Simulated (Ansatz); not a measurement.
## Si: sound and stiffness along [100], [110] and [111]

All numbers below come from DFT PBEsol, scalar-relativistic, plane waves, PAW in Ansatz 0.2.0. Plane waves to 420 eV; Γ-centred k mesh 12×12×12; fixed occupations. No spin polarisation.

Equilibrium structure at this level:
```cif
data_structure
_symmetry_space_group_name_H-M 'Fd-3m:1'
_symmetry_Int_Tables_number 227
_cell_length_a 5.4336
_cell_length_b 5.4336
_cell_length_c 5.4336
_cell_angle_alpha 90.000
_cell_angle_beta 90.000
_cell_angle_gamma 90.000
_cell_volume 160.42
loop_
_atom_site_label
_atom_site_type_symbol
_atom_site_symmetry_multiplicity
_atom_site_Wyckoff_symbol
_atom_site_fract_x
_atom_site_fract_y
_atom_site_fract_z
_atom_site_occupancy
Si1 Si 8 a 0.25000 0.25000 0.25000 1
```

With ions relaxed, on the cubic axes: C11 = 156.6, C12 = 62.4, C44 = 73.5 GPa. The density is 2.326 g/cm³.

Problem. Is the crystal stable against strain, and how anisotropic is it?

Solution. Born's conditions hold: C11 + 2C12 = 281.3, C11 − C12 = 94.2 and C44 = 73.5 GPa are all positive. B = (C11 + 2C12)/3 = 93.8 GPa. The two shear moduli are C44 and C′ = (C11 − C12)/2 = 47.1 GPa, so Zener's ratio is A = C44/C′ = 1.56: the tetragonal shear C′ is the soft one, as in many fcc and bcc metals and zincblende crystals. The Cauchy pressure C12 − C44 is -11.1 GPa; it would vanish for pair forces between atoms on inversion centres at zero pressure, and a negative value is usual with directional bonding, though many-body forces give one in some ionic oxides too.

Problem. Give the sound speeds along the three symmetry directions.

Solution. The Christoffel equation gives ρv² for each branch:
```csv
direction,branch,ρv²,GPa,v (m/s)
[100],L,C11,156.6,8205
[100],T (×2),C44,73.5,5621
[110],L,(C11 + C12 + 2C44)/2,183.0,8870
[110],"T, u ∥ [001]",C44,73.5,5621
[110],"T, u ∥ [1-10]",(C11 − C12)/2,47.1,4500
[111],L,(C11 + 2C12 + 4C44)/3,191.8,9080
[111],T (×2),(C11 − C12 + C44)/3,55.9,4902
```

Problem. How does Young's modulus depend on direction?

Solution. Inverting gives S11 = 8.264, S12 = -2.355, S44 = 13.609 TPa⁻¹. Along a unit vector (l, m, n), 1/E = S11 − 2(S11 − S12 − S44/2)(l²m² + m²n² + n²l²), where the last bracket is 0, 1/4 and 1/3 for [100], [110] and [111]: E = 121, 157 and 175 GPa. With A > 1 the body diagonal is stiffest. For a film on (001), the biaxial modulus is C11 + C12 − 2C12²/C11 = 169 GPa and the normal strain is −2C12/C11 = -0.80 times the in-plane one.

Cost: 2 runs of about 3.4 core-minutes in all, on Intel Xeon Platinum 8259CL (Skylake/Cascade Lake) (shared hosts).

Silicon is stiffest where the load runs along its bonds. Young's modulus rises from 121 GPa along [100] to 175 GPa along [111], and the longitudinal sound speed follows the same order. The sp³ bonds point along the body diagonals, so [111] tension stretches one set directly, whereas [100] tension is accommodated largely by opening and closing bond angles.

The same geometry explains the soft tetragonal shear: to first order it leaves every bond length unchanged and is resisted by angular forces alone, giving the slowest wave, 4500 m/s. The C44 shear does change bond lengths, though a relative shift of the two sublattices relieves part of that cost. Both shear moduli therefore depend on the angular stiffness of the covalent network, without which the open diamond lattice would be floppy.

The elastic constants fall slightly below the measured ones, probably because the functional makes the bonds somewhat too compliant. Positive elastic moduli establish stability against small homogeneous strains, not against phonons of finite wavevector.
